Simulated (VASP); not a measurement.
Wanted: the native input for a VASP 6.6.1 run.

```yaml
Task: single point
Functional: PBE
Potentials_or_basis: VASP PAW PBE potentials, release 64 (Al)
Cutoff: 520 eV
k_mesh: 18 × 18 × 18
Occupations: gaussian, width 0.3 eV
Spin: no spin polarisation
Further_INCAR_settings: ALGO = Normal; EDIFF = 1e-07
```

The structure of Al lies in POSCAR:

```
Al                                      
1.0
    0.0000000000      2.0791682358      2.0791682358
    2.0791682358      0.0000000000      2.0791682358
    2.0791682358      2.0791682358      0.0000000000
  Al            
     1
Direct
     0.0000000000000000    0.0000000000000000    0.0000000000000000
```

The cell isn't the ideal one: a relaxed cell with its volume scaled by 1.09.

One way to write it, as run:

INCAR

```
ALGO     = Normal         # electronic algorithm
EDIFF    = 1E-7           # SCF threshold, eV
ENCUT    = 520            # plane-wave cutoff, eV
GGA      = PE             # functional
ISIF     = 2              # what is computed and relaxed
ISMEAR   = 0              # smearing method
LASPH    = True           # aspherical terms in the spheres
LCHARG   = False          # write CHGCAR
LREAL    = False          # projectors in reciprocal space
LWAVE    = False          # write WAVECAR
NELM     = 100            # most SCF steps
PREC     = Accurate       # precision mode
SIGMA    = 0.3            # smearing width, eV
```

KPOINTS

```
k-points
0
Gamma
  18 18 18
```

Potentials or basis: VASP PAW PBE potentials, release 64 (Al).

The run is started by

```bash
$ cat potpaw_PBE.64/Al/POTCAR > POTCAR
$ mpirun -np 1 vasp_std > vasp.out
```

Results of the run:

The pressure is -5.5 GPa and the band gap on the k mesh is none (metal or under the smearing width).

Wall time 4.9 s on 1 thread of Intel(R) Xeon(R) 6975P-C (Granite Rapids) (shared host), peak memory 0.14 GiB.
